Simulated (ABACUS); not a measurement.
The system is Pd.

```
Pd
1.0
     0.00000    1.94650    1.94650
     1.94650    0.00000    1.94650
     1.94650    1.94650    0.00000
Pd
1
Direct
  0.00000 0.00000 0.00000
```

| Property | Result |
| --- | --- |
| Program | ABACUS 3.10.1 |
| Task | relaxation of cell and atoms |
| Functional | BP86 |
| Potentials or basis | SSSP 1.3 efficiency PBE |
| Cutoff | 748 eV |
| Density cutoff | 5987 eV |
| Basis | plane waves |
| k mesh | 10 × 10 × 10 |
| Occupations | fermi-dirac, width 0.05 eV |
| Spin | no spin polarisation |

At the start: pressure 7.5 GPa; volume 14.75 Å³/atom.

Problem. Where does the relaxation end?

Solution. Over 3 steps the energy falls by 14.0 meV/atom and the volume is 15.33 Å³/atom (+4.0 %); space group Fm-3m (No. 225, to 0.05 Å).

The path:
| step | energy change (eV) | largest force (eV/Å) | pressure (GPa) | volume (Å³) |
| --- | --- | --- | --- | --- |
| 1 | 0.0000 | 0.0000 | 7.46 | 14.75 |
| 2 | -0.0130 | 0.0000 | 1.74 | 15.19 |
| 3 | -0.0140 | 0.0000 | 0.11 | 15.33 |

Final structure:
```
Pd
1.0
     0.00000    1.97182    1.97182
     1.97182    0.00000    1.97182
     1.97182    1.97182    0.00000
Pd
1
Cartesian
  0.0000 0.0000 0.0000
```

Caveat: the potentials were made for another functional, which shifts forces and pressure.
